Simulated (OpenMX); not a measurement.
The system is ZrB2.

```xyz
3
Lattice="3.1700 0.0000 0.0000 -1.5850 2.7453 0.0000 0.0000 0.0000 3.5330" Properties=species:S:1:pos:R:3 pbc="T T T"
Zr    0.0000    0.0000    0.0000
B     1.5850    0.9151    1.7665
B     0.0000    1.8302    1.7665
```

Base run:

```yaml
Program: OpenMX 3.8.5
Functional: PBE
Potentials_or_basis: OpenMX 2013 PBE set, Zr7.0-s3p2d2f1, B7.0-s3p2d2, grid cutoff 400 Ry
k_mesh: 11 × 11 × 9
Occupations: fermi-dirac, width 0.05 eV
Spin: no spin polarisation
```

Its results: pressure 0.8 GPa; largest force 0.007 eV/Å.

Q: The run is repeated on the same cell with these changes: potentials or basis from OpenMX 2013 PBE set, Zr7.0-s3p2d2f1, B7.0-s3p2d2, grid cutoff 400 Ry to OpenMX 2013 PBE set, Zr7.0-s3p2d2, B7.0-s2p2d1, grid cutoff 400 Ry. What comes out?

A: Pressure 2.0 GPa; largest force 0.007 eV/Å.

Caveats: the basis of atomic orbitals isn't converged, which shifts pressures, moduli and gaps.

Not every run made on this cell is shown here.
